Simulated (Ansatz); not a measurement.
Runs of Ansatz 0.2.0 on Al2O3. The structure is trigonal, space group P-3m1 (No. 164). Conventional cell: a = 3.017 Å, b = 3.017 Å, c = 7.575 Å, α = 90.00°, β = 90.00°, γ = 120.00°. Al (site symmetry 3m) is surrounded by 4 O at 1.68 to 1.84 Å. O (site symmetry -3m) has 2 Al at 1.68 Å as nearest neighbours. Around O (site symmetry 3m) lie 3 Al at 1.84 Å. Measurements of this composition are mostly on another form, of space group No. 167.

| level | cutoff (eV) | gap on the mesh (eV) | pressure (GPa) | largest force (eV/Å) |
| --- | --- | --- | --- | --- |
| LDA | 420 | 2.20 | -8.3 | 0.46 |
| r2SCAN | 500 | 2.96 | -5.5 | 0.39 |
| BLYP | 420 | (a) | 1.3 | 0.16 |
| RPBE | 420 | 2.43 | 3.0 | 0.10 |
| PBEsol | 420 | 2.20 | (b) | (c) |
| revPBE | 420 | (d) | 2.2 | 0.11 |

Alike in all rows: task band structure; potentials or basis Ansatz PAW; no spin polarisation; cell as given; k mesh 7 × 7 × 3; smearing fermi-dirac 0.05 eV.

Question: Fill in the values left out.

Answer: (a) 2.48; (b) -3.7; (c) 0.18; (d) 2.40.

Caveats: the PAW data sets come from PBE, with cores solved anew for the run's functional, which leaves a small shift of forces and pressure.

Runs at the PBE level aren't shown here.
